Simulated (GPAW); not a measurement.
A run of GPAW 26.7.0 is set up as follows.

The input run.py:

```python
import numpy as np
from ase.dft.bandgap import bandgap
from ase.io import read, write
from ase.units import GPa
from gpaw import GPAW, PW
from gpaw.spinorbit import soc_eigenstates

atoms = read('CdS.cif')

calc = GPAW(mode=PW(600),
            xc='MGGA_X_SCAN+MGGA_C_SCAN',
            kpts={'size': (5, 5, 3), 'gamma': True},
            occupations={'name': 'fermi-dirac', 'width': 0.05},
            nbands=31,
            convergence={'density': 1e-05, 'energy': 1e-05},
            maxiter=150,
            txt='gpaw.txt')
atoms.calc = calc
energy = atoms.get_potential_energy()
forces = atoms.get_forces()
stress = atoms.get_stress()
calc.write('gs.gpw')
write('result.traj', atoms)
print(f'Energy: {energy:.6f} eV')
print('Forces (eV/A):')
print(forces.round(4))
print('Stress (GPa):', (stress / GPa).round(3))
print('Fermi level:', round(calc.get_fermi_level(), 4), 'eV')
print(f'Gap: {bandgap(calc)[0]:.4f} eV, direct: {bandgap(calc, direct=True)[0]:.4f} eV')

path = atoms.cell.bandpath('GMKGALHA,LM,KH', npoints=60, eps=1e-4)
bs_calc = calc.fixed_density(kpts=path, symmetry='off', nbands=51,
                             convergence={'bands': 'CBM+6.0', 'eigenstates': 1e-6}, txt='bands.txt')
bs = bs_calc.band_structure()
bs.write('bs.json')
print(f'Gap on the path: {bandgap(bs_calc)[0]:.4f} eV')

soc = soc_eigenstates(bs_calc, theta=90, phi=0, ignore_xc_potential=True)
np.savetxt('soc_bands.dat', soc.eigenvalues(), fmt='%.4f')
mesh = soc_eigenstates('gs.gpw', theta=90, phi=0, ignore_xc_potential=True)
np.savetxt('soc_mesh.dat', mesh.eigenvalues(), fmt='%.4f')
print('Fermi level with spin-orbit coupling:', round(mesh.fermi_level, 4), 'eV')
```

CdS.cif

```cif
data_CdS
_cell_length_a 4.15000000
_cell_length_b 4.15000000
_cell_length_c 6.73700000
_cell_angle_alpha 90.00000000
_cell_angle_beta 90.00000000
_cell_angle_gamma 120.00000000
_space_group_name_H-M_alt 'P6_3mc'
_space_group_name_Hall 'P 6c -2c'
_space_group_IT_number 186
loop_
_space_group_symop_operation_xyz
'x,y,z'
'x-y,x,z+1/2'
'-y,x-y,z'
'-x,-y,z+1/2'
'-x+y,-x,z'
'y,-x+y,z+1/2'
'y,x,z+1/2'
'x,x-y,z'
'x-y,-y,z+1/2'
'-y,-x,z'
'-x,-x+y,z+1/2'
'-x+y,y,z'
loop_
_atom_site_label
_atom_site_type_symbol
_atom_site_symmetry_multiplicity
_atom_site_Wyckoff_symbol
_atom_site_fract_x
_atom_site_fract_y
_atom_site_fract_z
_atom_site_occupancy
Cd1 Cd 2 b 0.6666666667 0.3333333333 0.5000000000 1
S1 S 2 b 0.6666666667 0.3333333333 0.8750000000 1
```

Potentials or basis: GPAW PAW data sets (gpaw-data 1.2.1), pw.

Command:

```bash
$ OMP_NUM_THREADS=1 python run.py
```

(1) What does it give for the largest force?

(2) Estimate the band gap on the k mesh.

(3) Predict the band gap along the path.

(4) Predict the pressure.

## Answers

(1) 0.078 eV/Å.

(2) 1.53 eV, direct.

(3) 1.53 eV, direct.

(4) 0.0 GPa.

Caveat: spin-orbit coupling was added after a scalar SCF, so levels and gaps hold it while energy, forces, pressure and moments don't; this program's spin-orbit splittings come out too wide for heavy elements; the PAW data sets were made with another functional, which shifts forces and pressure a little.

**The experiment to reproduce.**

“Isotope dependence of band-gap energy”, 2008, arxiv:0807.2152 quotes, for a bulk crystal of CdS: band gap 2.5809 ± 0.0002 eV.

Measured gap of CdS: 2.5809 eV (quoted in “Isotope dependence of band-gap energy”, 2008, arxiv:0807.2152). This calculation gives 1.53 eV (-1.05 eV). The value is that of SCAN, without temperature or zero-point motion.
